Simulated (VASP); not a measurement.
Set up this calculation in VASP 6.6.1, as the native input.

```yaml
Task: single point
Functional: PBE
Potentials_or_basis: VASP PAW PBE potentials, release 64 (Zn)
Cutoff: 520 eV
k_mesh: 12 × 12 × 12
Occupations: fermi-dirac, width 0.136057 eV
Spin: no spin polarisation
Dipole_correction: no
Further_INCAR_settings: ALGO = Normal; EDIFF = 1e-07; NBANDS = 12
```

The structure of Zn lies in POSCAR:

```
Zn
1.0
    2.6343566320      0.0000000000      0.0000000000
    0.0000000000      2.6343566320      0.0000000000
    0.0000000000      0.0000000000      2.6343566320
Zn
1
Direct
    0.0000000000      0.0000000000      0.0000000000
```

The cell was built by a generator and needn't be a form met in nature.

One way to write it, as run:

INCAR

```
  PREC = Accurate
  ENCUT = 520
  EDIFF = 1E-7
  ISMEAR = -1
  SIGMA = 0.13605693000000002
  LREAL = F
  LASPH = T
  NELM = 80
  ALGO = Normal
  ISIF = 2
  LWAVE = F
  LCHARG = F
  GGA = PE
  NBANDS = 12
```

KPOINTS

```
regular mesh
0
Gamma
  12 12 12
```

Potentials or basis: VASP PAW PBE potentials, release 64 (Zn).

The run is started by

```bash
$ cat potpaw_PBE.64/Zn/POTCAR > POTCAR
$ mpirun -np 1 vasp_std > vasp.out
```

Results of the run:

```yaml
Pressure: 0.0 GPa
Band_gap_on_the_k_mesh: none (metal or under the smearing width)
```

Wall time 10 s on 1 thread of Intel(R) Xeon(R) Platinum 8259CL CPU @ 2.50GHz (Skylake/Cascade Lake), with other jobs on the host, peak memory 0.13 GiB.
